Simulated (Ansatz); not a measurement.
**Ir (diamond type): how the settings move a single-point run**

How sensitive is a single-point run of Ir (diamond type) to its settings? A reference run comes first, then one run with altered input.

This is Ir in the diamond structure; at room conditions it is fcc.

Computed with Ansatz 0.2.0 (reference: DFT, PBE, all-electron LAPW, scalar-relativistic, unless a step's input says otherwise).

2 further runs of the same task are left out: 2 that didn't finish.

## (1) Starting point

The structure is cubic, space group Fd-3m (No. 227). The conventional cell has a = 5.254 Å, b = 5.254 Å, c = 5.254 Å, α = 90.00°, β = 90.00°, γ = 90.00°. Ir (site symmetry -43m) has 4 Ir at 2.28 Å as nearest neighbours.

As a file:

```
Ir
1.0
     0.00000    2.62722    2.62722
     2.62722    0.00000    2.62722
     2.62722    2.62722    0.00000
Ir
2
Direct
  0.87500 0.87500 0.87500
  0.12500 0.12500 0.12500
```

## (2) Reference

Input file input.yaml:

```yaml
crystal:
  lattice:
    - [0.0, 2.6272165707, 2.6272165707]
    - [2.6272165707, 0.0, 2.6272165707]
    - [2.6272165707, 2.6272165707, 0.0]
  atoms:
    - { symbol: Ir, position: [-0.125, -0.125, -0.125] }
    - { symbol: Ir, position: [0.125, 0.125, 0.125] }
kpoints:
  mp_grid: { grid: [10, 10, 10] }
scf:
  occupations: { method: fermi_dirac, width: 0.05 }
hamiltonian:
  xc: pbe
  pseudopotentials: { kind: all_electron, lapw: { basis_error: 0.001 } }
output:
  forces: true
  stress: true
  eigenvalues: true
  populations: true
```

The run is started by

```
$ ansatz run input.yaml --threads 1 --pin off --max-ram 2048MiB --backend cpu --events-out ev --progress --plain --runs-dir out
```

## (3) Variant: mp_grid.grid [5, 5, 5], occupations.method gaussian, occupations.width 0.025, hubbard.sites [{species: Ir, l: d, u_eff: 3.0}], hubbard.double_counting fll

input.yaml, as its differences from that of step 2:

```diff
@@ -9,5 +9,5 @@
 kpoints:
-  mp_grid: { grid: [10, 10, 10] }
+  mp_grid: { grid: [5, 5, 5] }
 scf:
-  occupations: { method: fermi_dirac, width: 0.05 }
+  occupations: { method: gaussian, width: 0.025 }
 hamiltonian:
@@ -15,2 +15,3 @@
   pseudopotentials: { kind: all_electron, lapw: { basis_error: 0.001 } }
+  hubbard: { sites: [{ species: Ir, l: d, u_eff: 3.0 }], double_counting: fll }
 output:
```

Q: Predict the outcome of this session. Wanted: for each run, ending; energy change; pressure; gap; force.

**Answer**, as computed:

| run | ending | energy change | pressure (GPa) | gap (eV) | force (eV/Å) | cycles | time |
| --- | --- | --- | --- | --- | --- | --- | --- |
| reference | converged | 0 | 49.4 | 0.00 | 0.00 | 7 | 43 s |
| 1: mp_grid.grid [5, 5, 5], occupations.method gaussian, occupations.width 0.025, hubbard.sites [{species: Ir, l: d, u_eff: 3.0}], hubbard.double_counting fll | converged | +2.55 eV/atom (σ→0) (U changed: no physical gain or loss) | 49.7 | 0.00 | 0.00 | 8 | 13 s |

Residual by cycle in the longest SCF loop of each run; runs are numbered as in the table. The quantity is the density residual dr2, in eV.

| cycle | reference | run 1 |
| --- | --- | --- |
| 1 | 0.377 | 0.459 |
| 2 | 0.00363 | 0.0217 |
| 3 | 4.5e-4 | 0.01 |
| 4 | 9.5e-5 | 5.6e-4 |
| 5 | 7.4e-6 | 2.6e-6 |
| 6 | 2.4e-7 | 1.4e-7 |
| 7 | 7.0e-9 | 2.6e-8 |
| 8 | - | 1.0e-9 |

Changing the k-point mesh, smearing and Hubbard U moves the energy by +2.55 eV/atom (σ→0 values), and the pressure goes from 49.4 to 49.7 GPa. The U term adds an energy of its own, so the shift says nothing about which run is better. Cost: 8 SCF cycles against 7, 13 s against 43 s. A changed U is a change of model: its shifts are not errors of convergence. The structure is not at rest: the sound run finds 49 GPa, so these are no properties of the relaxed crystal. 
